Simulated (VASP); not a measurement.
# NbP (I4_1md) in VASP: notebook, part 2 of 2

VASP 6.6.1.

### 3 Relaxation of cell and atoms, LDA

This run uses another cell than the first one, of 15.31 Å³/atom, 0.951 times its volume.

Contents of INCAR:

```
SYSTEM = NbP
PREC     = Accurate       ! precision mode
ENCUT    = 520            ! plane-wave cutoff, eV
EDIFF    = 1E-7           ! SCF threshold, eV
ISMEAR   = 0              ! smearing method
SIGMA    = 0.1            ! smearing width, eV
LREAL    = .False.        ! projectors in reciprocal space
LASPH    = .True.         ! aspherical terms in the spheres
NELM     = 60             ! most SCF steps
ALGO     = Normal         ! electronic algorithm
ISIF     = 3              ! what is computed and relaxed
LWAVE    = .False.        ! write WAVECAR
LCHARG   = .False.        ! write CHGCAR
GGA      = CA             ! functional
IBRION   = 2              ! ionic algorithm
NSW      = 80             ! ionic steps
EDIFFG   = -0.002         ! ionic threshold
```

Contents of KPOINTS:

```
Automatic mesh
0
Gamma
  18 18 18
  0 0 0
```

Contents of POSCAR:

```
NbP                                     
1.0
   -1.6514361409      1.6514361409      5.6128233209
    1.6514361409     -1.6514361409      5.6128233209
    1.6514361409      1.6514361409     -5.6128233209
  Nb              P             
     2     2
Direct
     0.7502036617914963    0.7502036617914963    0.0000000000000000
     0.5002036617914963    0.0002036617914964    0.5000000000000000
     0.3324249082085008    0.3324249082085008    0.0000000000000000
     0.0824249182085016    0.5824249182085016    0.5000000000000000
```

Potentials or basis: VASP PAW LDA potentials, release 64 (Nb_sv, P).

The run is started by

```
$ cat potpaw_LDA.64/Nb_sv/POTCAR potpaw_LDA.64/P/POTCAR > POTCAR
$ mpirun -np 1 vasp_std > vasp.out
```

OUTCAR:

```text
SYSTEM = NbP
   PREC = Accurate
   ENCUT = 520
   EDIFF = 1E-7
   ISMEAR = 0
   LREAL = .False.
   LASPH = .True.
   NELM = 60
   ISIF = 3
   GGA = CA
   IBRION = 2
   NSW = 80
   EDIFFG = -0.002

 ion  position               nearest neighbor table
   1  0.750  0.750  0.000-   4 2.50   4 2.50   3 2.51   3 2.51   3 2.51   3 2.51
   2  0.500  0.000  0.500-   3 2.50   3 2.50   4 2.51   4 2.51   4 2.51   4 2.51
   3  0.332  0.332  0.000-   2 2.50   2 2.50   1 2.51   1 2.51   1 2.51   1 2.51
   4  0.082  0.582  0.500-   1 2.50   1 2.50   2 2.51   2 2.51   2 2.51   2 2.51

  LATTYP: Found a body centered tetragonal cell.
 ALAT       =     3.3028722818
 C/A-ratio  =     3.3987528684

  Lattice vectors:

 A1 = (  -1.6514361409,   1.6514361409,   5.6128233209)
 A2 = (   1.6514361409,  -1.6514361409,   5.6128233209)
 A3 = (   1.6514361409,   1.6514361409,  -5.6128233209)

Analysis of symmetry for initial positions (statically):
=====================================================================
 Subroutine PRICEL returns:
 Original cell was already a primitive cell.

 Routine SETGRP: Setting up the symmetry group for a
 body centered tetragonal supercell.

 Subroutine GETGRP returns: Found  8 space group operations
 (whereof  4 operations were pure point group operations)
 out of a pool of 16 trial point group operations.

The static configuration has the point symmetry C_2v.
 The point group associated with its full space group is C_4v.

Analysis of symmetry for dynamics (positions and initial velocities):
=====================================================================
 Subroutine PRICEL returns:
 Original cell was already a primitive cell.

 Routine SETGRP: Setting up the symmetry group for a
 body centered tetragonal supercell.

 Subroutine GETGRP returns: Found  8 space group operations
 (whereof  4 operations were pure point group operations)
 out of a pool of 16 trial point group operations.

The dynamic configuration has the point symmetry C_2v.
 The point group associated with its full space group is C_4v.

 Subroutine INISYM returns: Found  8 space group operations
 (whereof  4 operations are pure point group operations),
 and found     1 'primitive' translations

----------------------------------------------------------------------------------------

                                     Primitive cell

  volume of cell :      61.2301

  direct lattice vectors                    reciprocal lattice vectors
    -1.651436141  1.651436141  5.612823321     0.000000000  0.302766778  0.089081728
     1.651436141 -1.651436141  5.612823321     0.302766778  0.000000000  0.089081728
     1.651436141  1.651436141 -5.612823321     0.302766778  0.302766778  0.000000000

  length of vectors
     6.079331237  6.079331237  6.079331237     0.315599867  0.315599867  0.428176884

  position of ions in fractional coordinates (direct lattice)
     0.750203662  0.750203662  0.000000000
     0.500203662  0.000203662  0.500000000
     0.332424908  0.332424908  0.000000000
     0.082424918  0.582424918  0.500000000

  ion indices of the primitive-cell ions
   primitive index   ion index
                 1           1
                 2           2
                 3           3
                 4           4

----------------------------------------------------------------------------------------

[... 31 lines left out ...]
  0.277778 -0.000000  0.000000      8.000000
[... 16 lines left out ...]
 -0.277778  0.055556  0.000000     16.000000
 -0.222222  0.055556  0.000000     16.000000
 [... further k-points ...]
   k-points           NKPTS =    480   k-points in BZ     NKDIM =    480   number of bands    NBANDS=     22
   number of dos      NEDOS =    301   number of ions     NIONS =      4
   total plane-waves  NPLWV = 110592
   dimension x,y,z NGX =    48 NGY =   48 NGZ =   48
   dimension x,y,z NGXF=    96 NGYF=   96 NGZF=   96
   ions per type =               2   2
   NGX,Y,Z   is equivalent  to a cutoff of  13.13, 13.13, 13.13 a.u.
   NGXF,Y,Z  is equivalent  to a cutoff of  26.25, 26.25, 26.25 a.u.
 SYSTEM =  NbP
   PREC   = accura    normal or accurate (medium, high low for compatibility)
   ISTART =      0    job   : 0-new  1-cont  2-samecut
   ICHARG =      2    charge: 1-file 2-atom 10-const
   ISPIN  =      1    spin polarized calculation?
   LNONCOLLINEAR =      F non collinear calculations
   LSORBIT =      F    spin-orbit coupling
   LASPH  =      T    aspherical Exc in radial PAW
   ENCUT  =  520.0 eV  38.22 Ry    6.18 a.u.  11.30 11.30 11.30*2*pi/ulx,y,z
   NELM   =     60;   NELMIN=  2; NELMDL= -5     # of ELM steps
   EDIFF  = 0.1E-06   stopping-criterion for ELM
   LREAL  =      F    real-space projection
   EDIFFG = -.2E-02   stopping-criterion for IOM
   NSW    =     80    number of steps for IOM
   IBRION =      2    ionic relax: 0-MD 1-quasi-New 2-CG
   NFREE  =      1    steps in history (QN), initial steepest desc. (CG)
   ISIF   =      3    stress and relaxation
   ISYM   =      2    0-nonsym 1-usesym 2-fastsym
   POTIM  = 0.5000    time-step for ionic-motion
   TEBEG  =    0.0;   TEEND  =   0.0 temperature during run
   PSTRESS=    0.0 pullay stress
   NELECT =      36.0000    total number of electrons
   NUPDOWN=      -1.0000    fix difference up-down
   EMIN   =  10.00;   EMAX   =-10.00  energy-range for DOS
   EFERMI =   0.00;   METHOD = LEGACY
   ISMEAR =     0;   SIGMA  =   0.10  broadening in eV -4-tet -1-fermi 0-gaus
   EFERMI_NEDOS =   21; number of points for ismear=-14 and -15
   IALGO  =     38    algorithm
   IMIX   =      4    mixing-type and parameters
     AMIX     =   0.40;   BMIX     =  1.00
     AMIX_MAG =   1.60;   BMIX_MAG =  1.00
  volume/ion in A,a.u.               =      15.31       103.30
  Fermi-wavevector in a.u.,A,eV,Ry     =   1.371473  2.591709 25.591729  1.880939
  Thomas-Fermi vector in A             =   2.497167
   LORBIT       =      0    0 simple, 1 ext, 2 COOP (PROOUT), +10 PAW based schemes
   GGA     = CA    functional components
   LHFCALC =     F    Hartree Fock is set to
   AEXX    =    0.0000 exact exchange contribution
   IVDW    =     0    specifies the selected vdW correction
   LEPSILON=     F    determine dielectric tensor
   LRPA    =     F    only Hartree local field effects (RPA)
 conjugate gradient relaxation of ions
 non-spin polarized calculation
 Gauss-broadening in eV      SIGMA  =   0.10
  energy-cutoff  :      520.00
  volume of cell :       61.23
 maximum number of plane-waves:      1672
 NGX is ok and might be reduce to    48
   NGX = 23   NGY = 23   NGZ = 23

 number of electron      36.0000001 magnetization

 Free energy of the ion-electron system (eV)
  ---------------------------------------------------
  ext. energy  EPLUGINS =         0.00000000
  ---------------------------------------------------
  free energy    TOTEN  =       -39.03833928 eV

  energy without entropy =      -39.03619413  energy(sigma->0) =      -39.03726671

 E-fermi :  11.0986     XC(G=0): -12.3979

 val. band max:       11.0889898957   @ k =  -0.0556  -0.4444   0.0556
 cond. band min:      11.1030788668   @ k =  -0.0556   0.5000   0.0556
 fundamental gap:      0.0140889711
 Fermi energy:        11.0985591209

 k-point     1 :       0.0000    0.0000    0.0000
  band No.  band energies     occupation
      1     -43.3751      2.00000
      2     -43.3248      2.00000
      3     -19.8878      2.00000
      4     -19.6276      2.00000
      5     -19.6276      2.00000
      6     -19.4649      2.00000
[... 589 lines left out ...]
     21      13.0373      0.00000
     22      14.0209      0.00000

 [... further k-points ...]

------------------------ aborting loop because EDIFF is reached ----------------------------------------

  FORCE on cell =-STRESS in cart. coord.  units (eV):
  Direction    XX          YY          ZZ          XY          YZ          ZX
  --------------------------------------------------------------------------------------
  -------------------------------------------------------------------------------------
  Total       -0.0008245     -0.0008245     -0.0069626      0.0000000      0.0000000      0.0000000
  in kB       -0.0215751     -0.0215751     -0.1821879      0.0000000      0.0000000      0.0000000
  external PRESSURE =      -0.0751127 kB  Pullay stress =       0.0000000 kB

 VOLUME and BASIS-vectors are now :
 -----------------------------------------------------------------------------
  energy-cutoff  :      520.00
  volume of cell :       61.23
      direct lattice vectors                 reciprocal lattice vectors
    -1.651436141  1.651436141  5.612823321     0.000000000  0.302766778  0.089081728
     1.651436141 -1.651436141  5.612823321     0.302766778  0.000000000  0.089081728
     1.651436141  1.651436141 -5.612823321     0.302766778  0.302766778  0.000000000

 POSITION                                       TOTAL-FORCE (eV/Angst)
 -----------------------------------------------------------------------------------
      0.00000      0.00000      8.42152        -0.000000      0.000000      0.001134
      0.00000      1.65144      0.00229         0.000000     -0.000000      0.001134
      0.00000      0.00000      3.73168        -0.000000      0.000000     -0.001134
      1.65144      0.00000      0.92527         0.000000     -0.000000     -0.001134
 -----------------------------------------------------------------------------------
    total drift:                                0.000000      0.000000     -0.000117

  FREE ENERGIE OF THE ION-ELECTRON SYSTEM (eV)
  ---------------------------------------------------
  free  energy   TOTEN  =       -39.0383392839 eV

  energy  without entropy=      -39.0361941297  energy(sigma->0) =      -39.03726671

 reached required accuracy - stopping structural energy minimisation
```

It took 18 min on 1 thread of Intel Xeon Platinum 8488C (Sapphire Rapids), shared host; peak memory 0.68 GiB.

What came out:

| Quantity | Value |
| --- | --- |
| Free energy | -39.0383 eV |
| Pressure after relaxing | 0.0 GPa |
| Band gap on the k mesh | none (metal or under the smearing width) |

Final structure:
```
Nb P
1.0
    -1.65144    1.65144    5.61282
     1.65144   -1.65144    5.61282
     1.65144    1.65144   -5.61282
Nb P
2 2
Direct
  0.75020 0.75020 0.00000
  0.50020 0.00020 0.50000
  0.33242 0.33242 0.00000
  0.08242 0.58242 0.50000
```

Caveat: the relaxation stopped at its first step, so nothing moved.
